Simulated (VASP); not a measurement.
# I (Cmce) in VASP: relaxation of cell and atoms with PBE

Aim: the relaxation of cell and atoms of I with PBE.

Program: VASP 6.6.1. These are calculated values, not measurements. Logs are shortened: lines on timing, memory, paths and dates and some standing lists are left out, and cuts for length are marked.

## Step 1: Starting point

The structure is orthorhombic, space group Cmce (No. 64). The conventional cell has a = 7.270 Å, b = 4.790 Å, c = 9.793 Å, α = 90.00°, β = 90.00°, γ = 90.00°. I (site symmetry m) is surrounded by 1 I at 2.68 Å.

## Step 2: Relaxation of cell and atoms, PBE

The input, INCAR:

```
ALGO     = Fast           # electronic algorithm
EDIFF    = 1E-7           # SCF threshold, eV
EDIFFG   = -0.01          # ionic threshold
ENCUT    = 600            # plane-wave cutoff, eV
GGA      = PE             # functional
IBRION   = 2              # ionic algorithm
ISIF     = 3              # what is computed and relaxed
ISMEAR   = 0              # smearing method
KPAR     = 2            
LASPH    = True           # aspherical terms in the spheres
LCHARG   = False          # write CHGCAR
LREAL    = False          # projectors in reciprocal space
LWAVE    = False          # write WAVECAR
NELM     = 60             # most SCF steps
NSW      = 40             # ionic steps
PREC     = Accurate       # precision mode
SIGMA    = 0.02           # smearing width, eV
```

The input, KPOINTS:

```
k-points
0
Gamma
  6 6 4
```

The input, POSCAR:

```
I
1.0
    3.6350350000     -2.3950200000      0.0000000000
    3.6350350000      2.3950200000      0.0000000000
    0.0000000000      0.0000000000      9.7934400000
I
4
Direct
    0.6493000000      0.3507000000      0.3844000000
    0.1493000000      0.8507000000      0.1156000000
    0.3507000000      0.6493000000      0.6156000000
    0.8507000000      0.1493000000      0.8844000000
```

Potentials or basis: VASP PAW PBE potentials, release 64 (I).

Launch:

```
$ cat potpaw_PBE.64/I/POTCAR > POTCAR
$ mpirun -np 2 vasp_std > vasp.out
```

OUTCAR:

```text
EDIFF = 1E-7
   EDIFFG = -0.01
   ENCUT = 600
   GGA = PE
   IBRION = 2
   ISIF = 3
   ISMEAR = 0
   LASPH = True
   LREAL = False
   NELM = 60
   NSW = 40
   PREC = Accurate

 ion  position               nearest neighbor table
   1  0.649  0.351  0.384-   3 2.68   2 3.56   2 3.56
   2  0.149  0.851  0.116-   4 2.68   1 3.56   1 3.56
   3  0.351  0.649  0.616-   1 2.68   4 3.56   4 3.56
   4  0.851  0.149  0.884-   2 2.68   3 3.56   3 3.56

  LATTYP: Found a base centered orthorhombic cell.
 ALAT       =     4.7900400000
 B/A-ratio  =     1.5177472422
 C/A-ratio  =     2.0445424255

  Lattice vectors:

 A1 = (  -3.6350350000,  -2.3950200000,   0.0000000000)
 A2 = (   3.6350350000,  -2.3950200000,   0.0000000000)
 A3 = (   0.0000000000,   0.0000000000,   9.7934400000)

Analysis of symmetry for initial positions (statically):
=====================================================================
 Subroutine PRICEL returns:
 Original cell was already a primitive cell.

 Routine SETGRP: Setting up the symmetry group for a
 base centered orthorhombic supercell.

 Subroutine GETGRP returns: Found  8 space group operations
 (whereof  4 operations were pure point group operations)
 out of a pool of  8 trial point group operations.

The static configuration has the point symmetry C_2h.
 The point group associated with its full space group is D_2h.

Analysis of symmetry for dynamics (positions and initial velocities):
=====================================================================
 Subroutine PRICEL returns:
 Original cell was already a primitive cell.

 Routine SETGRP: Setting up the symmetry group for a
 base centered orthorhombic supercell.

 Subroutine GETGRP returns: Found  8 space group operations
 (whereof  4 operations were pure point group operations)
 out of a pool of  8 trial point group operations.

The dynamic configuration has the point symmetry C_2h.
 The point group associated with its full space group is D_2h.

 Subroutine INISYM returns: Found  8 space group operations
 (whereof  4 operations are pure point group operations),
 and found     1 'primitive' translations

----------------------------------------------------------------------------------------

                                     Primitive cell

  volume of cell :     170.5230

[... 110 lines left out ...]
   IMIX   =      4    mixing-type and parameters
     AMIX     =   0.40;   BMIX     =  1.00
     AMIX_MAG =   1.60;   BMIX_MAG =  1.00
  volume/ion in A,a.u.               =      42.63       287.69
  Fermi-wavevector in a.u.,A,eV,Ry     =   0.896465  1.694073 10.934307  0.803649
  Thomas-Fermi vector in A             =   2.018926
   LORBIT       =      0    0 simple, 1 ext, 2 COOP (PROOUT), +10 PAW based schemes
   GGA     = PE    functional components
   LHFCALC =     F    Hartree Fock is set to
   AEXX    =    0.0000 exact exchange contribution
   IVDW    =     0    specifies the selected vdW correction
   LEPSILON=     F    determine dielectric tensor
   LRPA    =     F    only Hartree local field effects (RPA)
 conjugate gradient relaxation of ions
 non-spin polarized calculation
 RMM-DIIS sequential band-by-band and
 Gauss-broadening in eV      SIGMA  =   0.02
  energy-cutoff  :      600.00
  volume of cell :      170.52
 maximum number of plane-waves:      5729
   NGX = 17   NGY = 17   NGZ = 39

--------------------------------------- Ionic step        1  -------------------------------------------

 number of electron      28.0000000 magnetization

 Free energy of the ion-electron system (eV)
  ---------------------------------------------------
  ext. energy  EPLUGINS =         0.00000000
  ---------------------------------------------------
  free energy    TOTEN  =        -5.88859223 eV

  energy without entropy =       -5.88859223  energy(sigma->0) =       -5.88859223

------------------------ aborting loop because EDIFF is reached ----------------------------------------

  FORCE on cell =-STRESS in cart. coord.  units (eV):
  Direction    XX          YY          ZZ          XY          YZ          ZX
  --------------------------------------------------------------------------------------
  -------------------------------------------------------------------------------------
  Total        1.3202993      1.3927183      2.8556345      0.0000000     -0.0000000      0.0000000
  in kB       12.4050914     13.0855165     26.8305886      0.0000000     -0.0000000      0.0000000
  external PRESSURE =      17.4403988 kB  Pullay stress =       0.0000000 kB
[... 95 lines left out ...]
  FREE ENERGIE OF THE ION-ELECTRON SYSTEM (eV)
  ---------------------------------------------------
  free  energy   TOTEN  =        -5.9643145664 eV

  energy  without entropy=       -5.9643145664  energy(sigma->0) =       -5.96431457

[... ionic steps 4 to 15 ...]

--------------------------------------- Ionic step       16  -------------------------------------------

 number of electron      27.9999998 magnetization

------------------------ aborting loop because EDIFF is reached ----------------------------------------
[... 71 lines left out ...]
--------------------------------------- Ionic step       18  -------------------------------------------

 number of electron      27.9999998 magnetization

 Free energy of the ion-electron system (eV)
  ---------------------------------------------------
  ext. energy  EPLUGINS =         0.00000000
  ---------------------------------------------------
  free energy    TOTEN  =        -6.09128889 eV

  energy without entropy =       -6.09128889  energy(sigma->0) =       -6.09128889

 E-fermi :   1.1410     XC(G=0):  -7.1164

 val. band max:        1.0526603969   @ k =   0.0000   0.0000   0.0000
 cond. band min:       2.1391115609   @ k =   0.5000   0.5000   0.0000
 fundamental gap:      1.0864511641
 Fermi energy:         1.1409581945

 k-point     1 :       0.0000    0.0000    0.0000
  band No.  band energies     occupation
      1     -12.1626      2.00000
      2     -11.5176      2.00000
      3     -10.6248      2.00000
      4      -9.5066      2.00000
      5      -3.2017      2.00000
      6      -1.9597      2.00000
[... 481 lines left out ...]
      5      -3.0698      2.00000
      6      -2.4774      2.00000
[... 10 lines left out ...]
     17       7.0341      0.00000
     18       7.7128      0.00000

 [... further k-points ...]
[... 5 lines left out ...]
  --------------------------------------------------------------------------------------
  -------------------------------------------------------------------------------------
  Total        0.0098155     -0.0132984      0.0395982      0.0000000      0.0000000      0.0000000
  in kB        0.0767101     -0.1039301      0.3094685      0.0000000      0.0000000      0.0000000
  external PRESSURE =       0.0940828 kB  Pullay stress =       0.0000000 kB
[... 19 lines left out ...]
  FREE ENERGIE OF THE ION-ELECTRON SYSTEM (eV)
  ---------------------------------------------------
  free  energy   TOTEN  =        -6.0912888881 eV

  energy  without entropy=       -6.0912888881  energy(sigma->0) =       -6.09128889

 reached required accuracy - stopping structural energy minimisation
```

Wall time 9.7 min (2 MPI ranks of Intel Xeon 6975P-C (Granite Rapids), shared host); peak memory 0.39 GiB.

What came out:

```
Free energy                            : -6.0913 eV
Relaxed volume                         : 51.25 Å³/atom
Relaxed cell                           : a = 5.076 Å, b = 5.076 Å, c = 9.794 Å, α = 90.00°, β = 90.00°, γ = 54.33°
Space group after relaxing (to 0.05 Å) : Cmce (No. 64)
Energy gained by relaxing              : 50.7 meV/atom
Ionic steps                            : 18
Pressure after relaxing                : 0.0 GPa
Largest force after relaxing           : 0.006 eV/Å
Band gap on the k mesh                 : 1.09 eV, indirect (least direct gap 1.11 eV)
```

Forces on the atoms (eV/Å):
```
I    0.000  0.004  0.004
I    0.000  0.004 -0.004
I    0.000 -0.004 -0.004
I    0.000 -0.004  0.004
```

Step by step:
```csv
step,energy change (eV),largest force (eV/Å),pressure (GPa),volume (Å³)
1,0.0000,0.8426,1.74,170.52
2,-0.0406,0.2835,-1.04,182.21
3,-0.0757,0.1371,-0.05,177.14
4,-0.1045,0.1171,-0.03,178.23
5,-0.1596,0.0586,0.20,181.25
6,-0.0977,0.3651,1.37,186.17
7,-0.1680,0.0862,0.42,182.59
8,-0.1741,0.1921,-0.28,189.08
9,-0.1755,0.1368,-0.08,187.09
10,-0.1863,0.1075,-0.09,190.92
11,-0.2008,0.0278,-0.07,200.94
12,-0.2022,0.0109,-0.05,204.35
13,-0.2023,0.0162,-0.04,205.43
14,-0.2023,0.0218,-0.04,206.20
15,-0.2024,0.0190,-0.04,205.82
16,-0.2023,0.0320,0.11,204.62
17,-0.2025,0.0215,0.02,205.25
18,-0.2027,0.0060,0.01,205.01
```

Final structure:
```
I
1.0
     4.51629   -2.31743    0.00000
     4.51629    2.31743    0.00000
     0.00000    0.00000    9.79378
I
4
Direct
  0.65961 0.34039 0.37803
  0.15961 0.84039 0.12197
  0.34039 0.65961 0.62197
  0.84039 0.15961 0.87803
```

Caveat: the volume moved by over 15 % at a fixed basis, so the end points are rough; spin-orbit coupling is left out, which moves the levels of the heavy elements; the volume moved by +20 % from the deposited cell, more than functionals usually miss. Zero-point motion and thermal expansion aren't in these numbers.
